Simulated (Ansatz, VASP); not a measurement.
Al in VASP and in Ansatz

The input INCAR:

```
SYSTEM = Al
ALGO = Normal
EDIFF = 1E-7
ENCUT = 520
GGA = PS
ISIF = 2
ISMEAR = -1
LASPH = .TRUE.
LCHARG = .FALSE.
LREAL = .FALSE.
LWAVE = .FALSE.
NBANDS = 14
NELM = 80
PREC = Accurate
SIGMA = 0.05
```

The input KPOINTS:

```
k-points
0
G
  11 11 3
  0 0 0
```

Contents of POSCAR:

```
Al
1.0
    2.8457999342      0.0000000000      0.0000000000
   -1.4228999671      2.4645350371      0.0000000000
    0.0000000000      0.0000000000      9.2468292341
Al
4
Direct
    0.6666666667      0.3333333333      0.7500000000
    0.0000000000      0.0000000000      0.5000000000
    0.3333333333      0.6666666667      0.2500000000
    0.0000000000      0.0000000000      0.0000000000
```

The input input.yaml:

```yaml
crystal:
  lattice:
    - [2.8457999342, 0.0, 0.0]
    - [-1.4228999671, 2.4645350371, 0.0]
    - [0.0, 0.0, 9.2468292341]
  atoms:
    - { symbol: Al, position: [0.6666666667, 0.3333333333, 0.75] }
    - { symbol: Al, position: [0.0, 0.0, 0.5] }
    - { symbol: Al, position: [0.3333333333, 0.6666666667, 0.25] }
    - { symbol: Al, position: [0.0, 0.0, 0.0] }
hamiltonian:
  xc: pbesol
  pseudopotentials: { kind: paw }
kpoints:
  mp_grid: { grid: [11, 11, 3] }
scf:
  occupations: { method: fermi_dirac, width: 0.05 }
output:
  forces: true
  stress: true
  eigenvalues: true
```

Change from the starting cell: volume scaled by 1.02.

Alike in both runs: task single point; functional PBEsol; k mesh 11 × 11 × 3; occupations fermi-dirac, width 0.05 eV; no spin polarisation.

|  | VASP | Ansatz |
| --- | --- | --- |
| version | VASP 6.6.1 | Ansatz 0.2.0 |
| potentials or method | VASP PAW PBE potentials, release 64 (Al) | Ansatz PAW |
| plane-wave cutoff (eV) | 520 | 420 |
| valence electrons in the cell | 12 | 12 |

```tsv
	VASP	Ansatz	Ansatz less VASP
gap on the k mesh at the Fermi level (eV)	none	none	-
pressure (GPa)	0.3	0.3	-0.06
largest component of the traceless stress (GPa)	1.26	1.26	-0.008
```

A gap of «none» marks a metal or a gap that the smearing closes.

Caveats: the PAW data sets were made with another functional, which shifts forces and pressure a little (VASP); the PAW data sets come from PBE, with cores solved anew for the run's functional, which leaves a small shift of forces and pressure (Ansatz).
